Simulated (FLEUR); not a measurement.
## Ti: equation of state with SCAN

The system is Ti.

```
Ti
1.0
     0.00000    2.03000    2.03000
     2.03000    0.00000    2.03000
     2.03000    2.03000    0.00000
Ti
1
Direct
  0.00000 0.00000 0.00000
```

This isn't the form of Ti at room conditions, which is hcp.

```yaml
Program: FLEUR MaX-R8.1 (later development tree)
Task: equation of state
Functional: SCAN
Potentials_or_basis: all-electron
Basis: FLAPW
Kmax: 4.1 1/bohr
k_mesh: 11 × 11 × 11
Occupations: fermi-dirac, width 0.05 eV
Spin: no spin polarisation
Gmax: 12.7 1/bohr
Muffin-tin_radii: Ti 2.46 bohr
lmax: Ti 10
lnonsphr: Ti 10
Local_orbitals_a_species: Ti 5
```

- Equilibrium volume: 17.17 Å³/atom
- Bulk modulus: 113 GPa

Energy against volume, from the lowest point:
```csv
volume (Å³/atom),energy (meV/atom)
15.727,47.88
16.062,27.09
16.731,2.89
17.400,0.00
17.735,4.92
```

Caveat: the meta-GGA is that of a development version, with a GGA for the radial functions and cores and without core tails. Zero-point motion and thermal expansion aren't in these numbers.
